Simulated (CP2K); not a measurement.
Crystal: Hf.

```xyz
1
Lattice="2.9138 0.0000 0.0000 0.0000 2.9138 0.0000 0.0000 0.0000 2.9138" Properties=species:S:1:pos:R:3 pbc="T T T"
Hf    1.4569    1.4569    1.4569
```

The cell was built by a generator and needn't be a form met in nature.

Program: CP2K 2026.2. Alike in all runs: task band structure; no spin polarisation; cell as given; k mesh 9 × 9 × 9.

Q: Order these runs on this cell by their pressure, lowest first.
A. level PBEsol; potentials or basis POTENTIAL_UZH Hf GTH-PBE-q12; TZVP-MOLOPT-PBE-GTH basis; smearing fermi-dirac 0.1 eV; EPS_DEFAULT 1.0E-10; NGRIDS 5; basis sets Hf TZVP-MOLOPT-PBE-GTH-q12; potentials Hf GTH-PBE-q12 of POTENTIAL_UZH; points a segment of the path (NPOINTS) 10
B. level r2SCAN; potentials or basis POTENTIAL_UZH Hf GTH-SCAN-q12; TZVP-MOLOPT-SCAN-GTH basis; smearing fermi-dirac 0.05 eV; EPS_DEFAULT 1.0E-9; NGRIDS 4; basis sets Hf TZVP-MOLOPT-SCAN-GTH-q12; potentials Hf GTH-SCAN-q12 of POTENTIAL_UZH; points a segment of the path (NPOINTS) 8
C. level LDA; potentials or basis GTH_POTENTIALS Hf GTH-PADE-q12; TZVP-MOLOPT-PBE-GTH basis; smearing fermi-dirac 0.1 eV; EPS_DEFAULT 1.0E-9; NGRIDS 5; basis sets Hf TZVP-MOLOPT-PBE-GTH-q12; potentials Hf GTH-PADE-q12 of GTH_POTENTIALS; points a segment of the path (NPOINTS) 8

A: C (-10.8 GPa), B (-4.1 GPa), A (-2.6 GPa).

Caveats: the basis of atomic orbitals isn't converged, which shifts pressures, moduli and gaps; the potentials were made for another functional, which shifts forces and pressure (some runs).
